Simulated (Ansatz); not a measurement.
**BN: response to strain**

BN is deformed so: equal xx and yy strain of -2 %. What stress and forces result, by LAPW, PAW and all-electron datasets made for the crystal?

Computed with Ansatz 0.2.0 (DFT PBE, scalar-relativistic, unless a step's input says otherwise).

## Step 1: The starting structure

It takes space group P6_3/mmc (No. 194, hexagonal). The conventional cell has a = 2.504 Å, b = 2.504 Å, c = 6.661 Å, α = 90.00°, β = 90.00°, γ = 120.00°. B (site symmetry -6m2) has 3 N at 1.45 Å as nearest neighbours. N (site symmetry -6m2) has 3 B at 1.45 Å as nearest neighbours.

As a file:

```cif
data_structure
_symmetry_space_group_name_H-M 'P 1'
_symmetry_Int_Tables_number 1
_cell_length_a 2.5040
_cell_length_b 2.5040
_cell_length_c 6.6612
_cell_angle_alpha 90.000
_cell_angle_beta 90.000
_cell_angle_gamma 120.000
_cell_volume 36.17
loop_
_atom_site_label
_atom_site_type_symbol
_atom_site_fract_x
_atom_site_fract_y
_atom_site_fract_z
_atom_site_occupancy
B1 B 0.33333 0.66667 0.25000 1
B2 B 0.66667 0.33333 0.75000 1
N1 N 0.33333 0.66667 0.75000 1
N2 N 0.66667 0.33333 0.25000 1
```

Atoms are numbered in the order of the input: B1, B2, N3, N4.

## Step 2: After the deformation

Space group P6_3/mmc before, P6_3/mmc after.

## Step 3: Full-potential LAPW

File input.yaml:

```yaml
crystal:
  lattice:
    - [2.4539118702, 0.0, 0.0]
    - [-1.2269559352, 2.1251500183, 0.0]
    - [0.0, 0.0, 6.6612]
  atoms:
    - { symbol: B, position: [0.3333333333, 0.6666666667, 0.25] }
    - { symbol: B, position: [0.6666666667, 0.3333333333, 0.75] }
    - { symbol: "N", position: [0.3333333333, 0.6666666667, 0.75] }
    - { symbol: "N", position: [0.6666666667, 0.3333333333, 0.25] }
kpoints:
  mp_grid: { grid: [11, 11, 4] }
  band_path:
    path:
      - [0.0, 0.0, 0.0]
      - [0.5, 0.0, 0.0]
      - [0.3333333333, 0.3333333333, 0.0]
      - [0.0, 0.0, 0.0]
      - [0.0, 0.0, 0.5]
      - [0.5, 0.0, 0.5]
      - [0.3333333333, 0.3333333333, 0.5]
      - [0.0, 0.0, 0.5]
      - [0.5, 0.0, 0.5]
    npoints: 5
scf:
  occupations: { method: fermi_dirac, width: 0.02 }
hamiltonian:
  xc: pbe
  pseudopotentials: { kind: all_electron, lapw: { basis_error: 0.001 } }
output:
  forces: true
  stress: true
  eigenvalues: true
```

On the command line:

```bash
ansatz run input.yaml --threads 1 --pin off --max-ram 4096MiB --backend cpu --events-out ev --progress --plain --runs-dir out
```

## Step 4: PAW with frozen cores

File input.yaml:

```yaml
crystal:
  lattice:
    - [2.4539118702, 0.0, 0.0]
    - [-1.2269559352, 2.1251500183, 0.0]
    - [0.0, 0.0, 6.6612]
  atoms:
    - { symbol: B, position: [0.3333333333, 0.6666666667, 0.25] }
    - { symbol: B, position: [0.6666666667, 0.3333333333, 0.75] }
    - { symbol: "N", position: [0.3333333333, 0.6666666667, 0.75] }
    - { symbol: "N", position: [0.6666666667, 0.3333333333, 0.25] }
kpoints:
  mp_grid: { grid: [11, 11, 4] }
scf:
  occupations: { method: fermi_dirac, width: 0.02 }
hamiltonian:
  xc: pbe
  pseudopotentials: { kind: paw }
output:
  forces: true
  stress: true
  eigenvalues: true
  efg: { contact_densities: true }
```

## Step 5: Datasets made for this crystal

input.yaml: that of step 4 with these lines changed.

```diff
@@ -16,3 +16,3 @@
   xc: pbe
-  pseudopotentials: { kind: paw }
+  pseudopotentials: { kind: all_electron, datasets: crystal }
 output:
```

(Steps that only read results are left out.)

What does the calculation give? Wanted: pressure; largest shear or deviatoric stress.

**Answer**, as computed:

| quantity | value |
| --- | --- |
| pressure | LAPW 19.35, PAW 19.38, crystal datasets 19.35 GPa |
| largest shear or deviatoric stress (LAPW) | 16.35 GPa |

**Reading.** The largest part of the stress beyond the pressure is 16.35 GPa in size, in the zz component; the atoms are carried along and not relaxed. No run of the undeformed cell stands beside it, so the pressure holds what the given cell had before the change. PAW: stress within 0.06 GPa of LAPW. Crystal datasets: stress within 0.01 GPa of LAPW.
